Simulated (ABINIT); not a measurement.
Runs of ABINIT 10.8.3 (patched build) on Se. The structure is trigonal, space group P3_121 (No. 152). The conventional cell has a = 4.366 Å, b = 4.366 Å, c = 4.954 Å, α = 90.00°, β = 90.00°, γ = 120.00°. Around Se (site symmetry 2) lie 2 Se at 2.37 Å. 

| task | level | potentials or basis | cell | k mesh | cutoff (eV) | fine-grid cutoff | mesh quality | gap on the mesh (eV) | pressure (GPa) | largest force (eV/Å) |
| --- | --- | --- | --- | --- | --- | --- | --- | --- | --- | --- |
| single point | r2SCAN | SG15 NC PBE v1.2 | as given | 4 × 4 × 3 | 599 | - | coarse | 1.81 | 1.9 | 0.21 |
| single point | r2SCAN | Ansatz NC r2SCAN | as given | 4 × 4 × 3 | 1469 | - | coarse | 1.85 | (a) | 0.05 |
| single point | PBEsol | PseudoDojo NC SR PBEsol v0.4.1 standard | atoms moved at random, drawn with an rms of 0.05 Å | 7 × 7 × 6 | 1170 | - | not flagged | 0.85 | 0.0 | 0.57 |
| single point | r2SCAN | JTH PAW PBE v2.0 | as given | 4 × 4 × 3 | 490 | 979.61 eV | coarse | 1.86 | (b) | 0.05 |
| single point | r2SCAN | PseudoDojo NC SR PBE v0.4.1 standard | as given | 4 × 4 × 3 | 1415 | - | coarse | 1.86 | 0.7 | 0.04 |
| band structure | TB-mBJ | JTH PAW LDA v2.0 | as given | 7 × 7 × 6 | 490 | 979.61 eV | not flagged | 1.62 | - | - |
| single point | r2SCAN | Ansatz PAW PBE default generated set, frozen core | as given | 4 × 4 × 3 | 490 | 979.61 eV | coarse | (c) | 1.3 | 0.04 |

Alike in all rows: no spin polarisation; smearing fermi-dirac 0.05 eV.

Fill in the values left out.

(a) 1.4; (b) 1.5; (c) 1.87.

Caveats: some runs use coarse meshes; an odd mesh through Γ misses points on the zone boundary, where band edges often lie (some runs); the PAW data sets were made with another functional, which shifts forces and pressure a little (some runs); the potentials were made for another functional, which shifts forces and pressure (some runs); a meta-GGA on potentials with a model core is unreliable (some runs); the constant c of TB-mBJ comes from the pseudo density here, which moves gaps by up to 0.3 eV between sets of potentials (some runs).

A k mesh can miss the band edges, and the runs leave out spin-orbit coupling on Se.

The runs don't all hold the same shells in valence.
